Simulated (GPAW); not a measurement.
A run of GPAW 26.7.0:

The input run.py:

```python
from ase import Atoms
from ase.filters import FrechetCellFilter
from ase.io import write
from ase.optimize import BFGS
from gpaw import GPAW, PW, setup_paths

setup_paths.insert(0, '.')

atoms = Atoms(['Hf', 'Hf'],
              cell=[[3.1967, 0.0, 0.0],
                    [-1.59835, 2.7684234083, 0.0],
                    [0.0, 0.0, 5.0578]],
              scaled_positions=[[0.6666666667, 0.3333333333, 0.75],
                                [0.3333333333, 0.6666666667, 0.25]],
              pbc=True)

calc = GPAW(mode=PW(600),
            xc='PBEsol',
            kpts={'size': (8, 8, 5), 'gamma': True},
            occupations={'name': 'fermi-dirac', 'width': 0.05},
            nbands=24,
            convergence={'density': 1e-05, 'forces': 0.0001},
            maxiter=150,
            txt='gpaw.txt')
atoms.calc = calc
opt = BFGS(FrechetCellFilter(atoms), trajectory='relax.traj', logfile='-')
done = opt.run(fmax=0.02, steps=60)
calc.write('gs.gpw')
write('result.traj', atoms)
print('Converged:', done)
print('Cell:', atoms.cell.cellpar().round(4))
print('Volume:', round(atoms.get_volume(), 4))
print(atoms.get_scaled_positions().round(5))
```

Potentials or basis: PAW data sets generated in the run's folder for this functional, pw.

Command:

```bash
$ gpaw-setup -f PBEsol Hf
$ OMP_NUM_THREADS=1 python run.py
```

Hardware: 1 thread of Arm Neoverse V1 (shared host).

Question: Estimate the wall time of this run.

Answer: It took 70 s on 1 thread of Arm Neoverse V1, with other jobs on the host, peak memory 0.2 GiB. Counts: scf iterations 28, plane waves 1518, bands 24, k points 40, ion steps 3.
